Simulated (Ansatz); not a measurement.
A relaxation computed with Ansatz, from input to last step.

```yaml
crystal:
  lattice:
    - [2.4694736054, -1.3222475873, -0.1513746214]
    - [2.4694736054, 1.3222475873, -0.1513746214]
    - [-2.2230882199, 0.0, 7.8394686365]
  atoms:
    - { symbol: Zn, position: [1.0, 1.0, 1.0] }
    - { symbol: Zn, position: [0.1418059246, 0.1418059246, 0.7043251374] }
    - { symbol: Zn, position: [0.8581940754, 0.8581940754, 0.2956748626] }
    - { symbol: H, position: [0.5, 0.5, 0.5] }
basis:
  ecutwfc: 420
kpoints:
  mp_grid: { grid: [16, 16, 6] }
hamiltonian:
  xc: pbe
scf:
  occupations: { method: gaussian, width: 0.1 }
output:
  forces: true
  stress: true
  eigenvalues: true
relax:
  adjacent_minimum: "off"
  f_tol: 0.025
  max_steps: 70
  cell: { stress_tol: 0.12 }
```

```bash
ansatz run input.yaml --threads 2 --pin off --max-ram 5120MiB --backend cpu --events-out ev --progress --plain --runs-dir out
```

Level of theory: DFT PBE, scalar-relativistic, plane waves, PAW (Ansatz 0.2.0).

Of 8 frames 8 are shown, positions in Å and forces in eV/Å; the SCF threshold varies from step to step. Steps run on the plane waves of an earlier cell, with a Pulay correction in the pressure. The basis is chosen afresh for the last frame, the zero of the energies, and can be on the way; energy and pressure step there, also at an unchanged geometry.

```xyz
4
Lattice="2.4695 -1.3222 -0.1514 2.4695 1.3222 -0.1514 -2.2231 0.0000 7.8395" Properties=species:S:1:pos:R:3:forces:R:3 pbc="T T T" step=1 free_energy_over_end_meV_per_atom=2.93 pressure_GPa=0.23
Zn    2.7159    0.0000    7.5367    0.0000    0.0000    0.0000
Zn   -0.8654    0.0000    5.4786   -0.0020    0.0000   -0.0310
Zn    3.5813    0.0000    2.0581    0.0020    0.0000    0.0310
H     1.3579    0.0000    3.7684    0.0000    0.0000    0.0000
4
Lattice="2.4577 -1.3242 -0.1647 2.4577 1.3242 -0.1647 -2.2513 0.0000 7.8959" Properties=species:S:1:pos:R:3:forces:R:3 pbc="T T T" step=2 free_energy_over_end_meV_per_atom=2.23 pressure_GPa=0.02
Zn    2.6640    0.0000    7.5665    0.0000    0.0000    0.0000
Zn   -0.9028    0.0000    5.5132    0.0010    0.0000   -0.0320
Zn    3.5668    0.0000    2.0533   -0.0010    0.0000    0.0320
H     1.3320    0.0000    3.7832    0.0000    0.0000    0.0000
4
Lattice="2.4035 -1.3212 -0.1746 2.4035 1.3212 -0.1746 -2.2219 0.0000 8.0922" Properties=species:S:1:pos:R:3:forces:R:3 pbc="T T T" step=3 free_energy_over_end_meV_per_atom=0.70 pressure_GPa=-0.16
Zn    2.5851    0.0000    7.7431    0.0000    0.0000    0.0000
Zn   -0.9203    0.0000    5.6210    0.0050    0.0000    0.0390
Zn    3.5055    0.0000    2.1220   -0.0050    0.0000   -0.0390
H     1.2926    0.0000    3.8715    0.0000    0.0000    0.0000
4
Lattice="2.4027 -1.3179 -0.1656 2.4027 1.3179 -0.1656 -2.1930 0.0000 8.0868" Properties=species:S:1:pos:R:3:forces:R:3 pbc="T T T" step=4 free_energy_over_end_meV_per_atom=0.28 pressure_GPa=-0.01
Zn    2.6125    0.0000    7.7556    0.0000    0.0000    0.0000
Zn   -0.8950    0.0000    5.6346   -0.0010    0.0000   -0.0210
Zn    3.5075    0.0000    2.1210    0.0010    0.0000    0.0210
H     1.3062    0.0000    3.8778    0.0000    0.0000    0.0000
4
Lattice="2.4046 -1.3185 -0.1543 2.4046 1.3185 -0.1543 -2.1596 0.0000 8.0724" Properties=species:S:1:pos:R:3:forces:R:3 pbc="T T T" step=5 free_energy_over_end_meV_per_atom=0.10 pressure_GPa=-0.07
Zn    2.6497    0.0000    7.7639    0.0000    0.0000    0.0000
Zn   -0.8637    0.0000    5.6231   -0.0050    0.0000   -0.0040
Zn    3.5134    0.0000    2.1408    0.0050    0.0000    0.0040
H     1.3248    0.0000    3.8820    0.0000    0.0000    0.0000
4
Lattice="2.4019 -1.3206 -0.1486 2.4019 1.3206 -0.1486 -2.1405 0.0000 8.0513" Properties=species:S:1:pos:R:3:forces:R:3 pbc="T T T" step=6 free_energy_over_end_meV_per_atom=0.02 pressure_GPa=0.02
Zn    2.6633    0.0000    7.7540    0.0000    0.0000    0.0000
Zn   -0.8514    0.0000    5.6083   -0.0050    0.0000    0.0030
Zn    3.5148    0.0000    2.1457    0.0050    0.0000   -0.0030
H     1.3317    0.0000    3.8770    0.0000    0.0000    0.0000
4
Lattice="2.4002 -1.3237 -0.1471 2.4002 1.3237 -0.1471 -2.1348 0.0000 8.0399" Properties=species:S:1:pos:R:3:forces:R:3 pbc="T T T" step=7 free_energy_over_end_meV_per_atom=0.00 pressure_GPa=-0.01
Zn    2.6657    0.0000    7.7458    0.0000    0.0000    0.0000
Zn   -0.8586    0.0000    5.6020    0.0030    0.0000    0.0000
Zn    3.5242    0.0000    2.1438   -0.0030    0.0000    0.0000
H     1.3328    0.0000    3.8729    0.0000    0.0000    0.0000
4
Lattice="2.4002 -1.3237 -0.1471 2.4002 1.3237 -0.1471 -2.1348 0.0000 8.0399" Properties=species:S:1:pos:R:3:forces:R:3 pbc="T T T" step=8 free_energy_over_end_meV_per_atom=0.00 pressure_GPa=-0.02
Zn    2.6657    0.0000    7.7458    0.0000    0.0000    0.0000
Zn   -0.8586    0.0000    5.6020    0.0020    0.0000   -0.0010
Zn    3.5242    0.0000    2.1438   -0.0020    0.0000    0.0010
H     1.3328    0.0000    3.8729    0.0000    0.0000    0.0000
```

Time: 2 min on 2 threads of Arm Neoverse V1, on a shared host, peak memory 0.66 GiB.